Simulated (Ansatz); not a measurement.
A run of Ansatz 0.2.0 is set up as follows.

input.yaml

```yaml
crystal:
  lattice:
    - [-1.51435, 1.51435, 1.51435]
    - [1.51435, -1.51435, 1.51435]
    - [1.51435, 1.51435, -1.51435]
  atoms:
    - { symbol: V, position: [0.0, 0.0, 0.0], spin: 2.0 }
kpoints:
  mp_grid: { grid: [12, 12, 12] }
scf:
  occupations: { method: fermi_dirac, width: 0.05 }
hamiltonian:
  xc: rpbe
  dispersion: d4
  pseudopotentials: { kind: all_electron, lapw: { basis_error: 0.001 } }
magnetization:
  spin_polarized: true
output:
  forces: true
  stress: true
relax:
  f_tol: 0.01
  max_steps: 60
  cell: {}
```

Potentials or basis: all-electron LAPW, scalar-relativistic.

Command:

```bash
$ ansatz run input.yaml --threads 2 --pin off --max-ram 6144MiB --backend cpu --events-out ev --progress --plain --runs-dir out
```

**Question.** What does it give for the net moment?

**Answer.** 0.00 μB per cell.

**Question.** Estimate the absolute moment.

**Answer.** 0.00 μB per cell.

**Question.** What does it give for the relaxed volume?

**Answer.** 13.25 Å³/atom.

**Question.** Predict the space group after relaxing (to 0.05 Å).

**Answer.** Im-3m (No. 229).

Final structure:
```cif
data_structure
_symmetry_space_group_name_H-M 'P 1'
_symmetry_Int_Tables_number 1
_cell_length_a 2.5819
_cell_length_b 2.5819
_cell_length_c 2.5819
_cell_angle_alpha 109.471
_cell_angle_beta 109.471
_cell_angle_gamma 109.471
_cell_volume 13.25
loop_
_atom_site_label
_atom_site_type_symbol
_atom_site_fract_x
_atom_site_fract_y
_atom_site_fract_z
_atom_site_occupancy
V1 V 0.00000 0.00000 0.00000 1
```

Caveat: the starting moments weren't kept.
